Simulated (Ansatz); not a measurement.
Born–Oppenheimer molecular dynamics of a periodic cell of 24 atoms, Cu2O (surface Cu2O(110)). It goes on from the last frame of an earlier run, with new velocities.

Method: Ansatz 0.2.0, DFT PBE, scalar-relativistic, plane waves, PAW. Settings: accuracy low, PAW set soft_1, cutoff 420 eV, k mesh 2x1x1, fermi-dirac smearing 0.02 eV, no spin polarisation.

```
ensemble        : NVT, Langevin thermostat
time step       : 1 fs
steps asked     : 300
set temperature : 450 K
friction        : 0.02 /fs
atoms held      : 2, 4, 5, 6, 14, 16, 17, 18
seed            : 366245
```

Frames 5 fs apart, positions in Å.

Velocities at 140.0 fs (Å/ps):

```
Cu 3.12 -3.09 -1.27
Cu 0.00 0.00 0.00
Cu 0.44 0.23 2.53
Cu 0.00 0.00 0.00
O 0.00 0.00 0.00
O 0.00 0.00 0.00
Cu 0.92 0.17 0.29
Cu -0.65 2.36 1.35
Cu -0.94 2.43 -4.42
Cu 1.66 2.66 0.38
O 1.99 -3.93 4.26
O -10.36 4.06 -1.88
Cu -0.84 -0.87 -3.04
Cu 0.00 0.00 0.00
Cu 1.78 2.12 0.64
Cu 0.00 0.00 0.00
O 0.00 0.00 0.00
O 0.00 0.00 0.00
Cu -4.15 -1.15 2.24
Cu -1.70 -1.25 -2.38
Cu 0.29 1.96 -1.32
Cu 0.84 -1.94 1.15
O -1.45 -0.32 -2.19
O -5.25 -3.44 -0.35
```

```xyz
24
Lattice="6.0366 0.0000 0.0000 0.0000 8.5370 0.0000 0.0000 0.0000 17.5274" Properties=species:S:1:pos:R:3 time_fs=140.0 energy_less_start_eV=0.386 T=302
Cu -0.074 2.990 2.286
Cu 1.509 1.067 1.000
Cu 3.145 3.147 2.546
Cu 4.527 1.067 1.000
O 0.000 0.000 1.000
O 3.018 2.134 1.000
Cu 3.139 2.539 5.245
Cu 4.503 0.899 4.076
Cu 0.705 3.364 4.753
Cu 1.737 0.989 3.950
O 3.059 -0.256 4.181
O -0.012 1.833 3.965
Cu 0.351 7.277 2.247
Cu 1.509 5.336 1.000
Cu 2.989 7.366 2.510
Cu 4.527 5.336 1.000
O 0.000 4.269 1.000
O 3.018 6.403 1.000
Cu 3.814 6.841 5.223
Cu 5.141 5.193 3.794
Cu 0.259 7.907 4.945
Cu 2.209 5.048 4.151
O 3.702 4.091 4.261
O 0.673 6.168 4.149
24
Lattice="6.0366 0.0000 0.0000 0.0000 8.5370 0.0000 0.0000 0.0000 17.5274" Properties=species:S:1:pos:R:3 time_fs=145.0 energy_less_start_eV=0.444 T=329
Cu -0.060 2.971 2.281
Cu 1.509 1.067 1.000
Cu 3.141 3.148 2.559
Cu 4.527 1.067 1.000
O 0.000 0.000 1.000
O 3.018 2.134 1.000
Cu 3.149 2.539 5.247
Cu 4.497 0.904 4.080
Cu 0.704 3.376 4.728
Cu 1.744 1.001 3.948
O 3.066 -0.286 4.208
O -0.054 1.851 3.950
Cu 0.348 7.270 2.231
Cu 1.509 5.336 1.000
Cu 2.996 7.375 2.517
Cu 4.527 5.336 1.000
O 0.000 4.269 1.000
O 3.018 6.403 1.000
Cu 3.795 6.835 5.237
Cu 5.135 5.188 3.783
Cu 0.253 7.915 4.933
Cu 2.207 5.042 4.156
O 3.704 4.089 4.242
O 0.647 6.152 4.138
24
Lattice="6.0366 0.0000 0.0000 0.0000 8.5370 0.0000 0.0000 0.0000 17.5274" Properties=species:S:1:pos:R:3 time_fs=150.0 energy_less_start_eV=0.475 T=377
Cu -0.055 2.947 2.275
Cu 1.509 1.067 1.000
Cu 3.131 3.138 2.577
Cu 4.527 1.067 1.000
O 0.000 0.000 1.000
O 3.018 2.134 1.000
Cu 3.157 2.537 5.247
Cu 4.490 0.910 4.078
Cu 0.701 3.392 4.711
Cu 1.754 1.013 3.948
O 3.069 -0.324 4.232
O -0.073 1.868 3.920
Cu 0.346 7.268 2.216
Cu 1.509 5.336 1.000
Cu 3.001 7.380 2.526
Cu 4.527 5.336 1.000
O 0.000 4.269 1.000
O 3.018 6.403 1.000
Cu 3.778 6.827 5.257
Cu 5.122 5.186 3.774
Cu 0.241 7.918 4.925
Cu 2.191 5.044 4.153
O 3.718 4.076 4.217
O 0.637 6.133 4.117
24
Lattice="6.0366 0.0000 0.0000 0.0000 8.5370 0.0000 0.0000 0.0000 17.5274" Properties=species:S:1:pos:R:3 time_fs=155.0 energy_less_start_eV=0.470 T=299
Cu -0.056 2.922 2.268
Cu 1.509 1.067 1.000
Cu 3.120 3.119 2.586
Cu 4.527 1.067 1.000
O 0.000 0.000 1.000
O 3.018 2.134 1.000
Cu 3.159 2.533 5.246
Cu 4.476 0.908 4.084
Cu 0.692 3.405 4.699
Cu 1.760 1.023 3.948
O 3.080 -0.346 4.243
O -0.070 1.883 3.884
Cu 0.339 7.264 2.206
Cu 1.509 5.336 1.000
Cu 3.007 7.377 2.534
Cu 4.527 5.336 1.000
O 0.000 4.269 1.000
O 3.018 6.403 1.000
Cu 3.767 6.818 5.275
Cu 5.109 5.189 3.767
Cu 0.230 7.915 4.914
Cu 2.168 5.046 4.149
O 3.718 4.061 4.185
O 0.643 6.121 4.095
24
Lattice="6.0366 0.0000 0.0000 0.0000 8.5370 0.0000 0.0000 0.0000 17.5274" Properties=species:S:1:pos:R:3 time_fs=160.0 energy_less_start_eV=0.447 T=279
Cu -0.061 2.899 2.264
Cu 1.509 1.067 1.000
Cu 3.115 3.103 2.592
Cu 4.527 1.067 1.000
O 0.000 0.000 1.000
O 3.018 2.134 1.000
Cu 3.151 2.538 5.244
Cu 4.460 0.900 4.094
Cu 0.684 3.420 4.689
Cu 1.762 1.028 3.951
O 3.076 -0.349 4.251
O -0.057 1.901 3.844
Cu 0.331 7.264 2.206
Cu 1.509 5.336 1.000
Cu 3.017 7.372 2.541
Cu 4.527 5.336 1.000
O 0.000 4.269 1.000
O 3.018 6.403 1.000
Cu 3.762 6.818 5.295
Cu 5.094 5.194 3.766
Cu 0.218 7.900 4.905
Cu 2.147 5.053 4.141
O 3.712 4.051 4.156
O 0.640 6.122 4.073
24
Lattice="6.0366 0.0000 0.0000 0.0000 8.5370 0.0000 0.0000 0.0000 17.5274" Properties=species:S:1:pos:R:3 time_fs=165.0 energy_less_start_eV=0.444 T=275
Cu -0.063 2.885 2.260
Cu 1.509 1.067 1.000
Cu 3.109 3.095 2.598
Cu 4.527 1.067 1.000
O 0.000 0.000 1.000
O 3.018 2.134 1.000
Cu 3.139 2.543 5.245
Cu 4.450 0.892 4.104
Cu 0.668 3.429 4.684
Cu 1.765 1.034 3.950
O 3.059 -0.345 4.253
O -0.032 1.914 3.805
Cu 0.323 7.270 2.205
Cu 1.509 5.336 1.000
Cu 3.029 7.371 2.551
Cu 4.527 5.336 1.000
O 0.000 4.269 1.000
O 3.018 6.403 1.000
Cu 3.762 6.815 5.308
Cu 5.079 5.199 3.767
Cu 0.203 7.883 4.902
Cu 2.130 5.065 4.136
O 3.700 4.032 4.118
O 0.623 6.137 4.050
24
Lattice="6.0366 0.0000 0.0000 0.0000 8.5370 0.0000 0.0000 0.0000 17.5274" Properties=species:S:1:pos:R:3 time_fs=170.0 energy_less_start_eV=0.409 T=357
Cu -0.053 2.876 2.250
Cu 1.509 1.067 1.000
Cu 3.102 3.086 2.601
Cu 4.527 1.067 1.000
O 0.000 0.000 1.000
O 3.018 2.134 1.000
Cu 3.129 2.553 5.246
Cu 4.449 0.888 4.103
Cu 0.657 3.437 4.683
Cu 1.767 1.038 3.948
O 3.035 -0.337 4.269
O -0.003 1.907 3.775
Cu 0.315 7.271 2.213
Cu 1.509 5.336 1.000
Cu 3.041 7.364 2.556
Cu 4.527 5.336 1.000
O 0.000 4.269 1.000
O 3.018 6.403 1.000
Cu 3.768 6.815 5.316
Cu 5.064 5.202 3.773
Cu 0.193 7.866 4.899
Cu 2.111 5.089 4.129
O 3.683 4.006 4.081
O 0.606 6.155 4.022
24
Lattice="6.0366 0.0000 0.0000 0.0000 8.5370 0.0000 0.0000 0.0000 17.5274" Properties=species:S:1:pos:R:3 time_fs=175.0 energy_less_start_eV=0.355 T=460
Cu -0.037 2.869 2.234
Cu 1.509 1.067 1.000
Cu 3.098 3.069 2.602
Cu 4.527 1.067 1.000
O 0.000 0.000 1.000
O 3.018 2.134 1.000
Cu 3.121 2.567 5.246
Cu 4.453 0.883 4.096
Cu 0.644 3.448 4.679
Cu 1.768 1.039 3.945
O 3.014 -0.333 4.295
O 0.012 1.876 3.764
Cu 0.306 7.270 2.229
Cu 1.509 5.336 1.000
Cu 3.063 7.354 2.556
Cu 4.527 5.336 1.000
O 0.000 4.269 1.000
O 3.018 6.403 1.000
Cu 3.773 6.817 5.318
Cu 5.048 5.200 3.781
Cu 0.179 7.847 4.893
Cu 2.097 5.116 4.123
O 3.647 3.974 4.043
O 0.581 6.174 3.989
24
Lattice="6.0366 0.0000 0.0000 0.0000 8.5370 0.0000 0.0000 0.0000 17.5274" Properties=species:S:1:pos:R:3 time_fs=180.0 energy_less_start_eV=0.306 T=443
Cu -0.013 2.866 2.218
Cu 1.509 1.067 1.000
Cu 3.097 3.049 2.599
Cu 4.527 1.067 1.000
O 0.000 0.000 1.000
O 3.018 2.134 1.000
Cu 3.123 2.572 5.245
Cu 4.456 0.878 4.080
Cu 0.635 3.457 4.668
Cu 1.771 1.040 3.935
O 2.993 -0.334 4.309
O 0.017 1.835 3.772
Cu 0.303 7.265 2.249
Cu 1.509 5.336 1.000
Cu 3.084 7.352 2.556
Cu 4.527 5.336 1.000
O 0.000 4.269 1.000
O 3.018 6.403 1.000
Cu 3.784 6.825 5.317
Cu 5.039 5.189 3.800
Cu 0.161 7.828 4.892
Cu 2.092 5.136 4.115
O 3.619 3.954 4.022
O 0.543 6.205 3.959
```

Of the whole run (300 fs, mean temperature of the second half 448 K): A run of 0.3 ps of so small a system gives no equilibrium averages. Limits of this set-up: coarse k mesh, thin slab, slab without dipole correction, low accuracy level.

Run time: 25 min on 4 threads of AMD EPYC 7B13 (Zen 3), with other jobs on the host, peak memory 2.1 GiB.
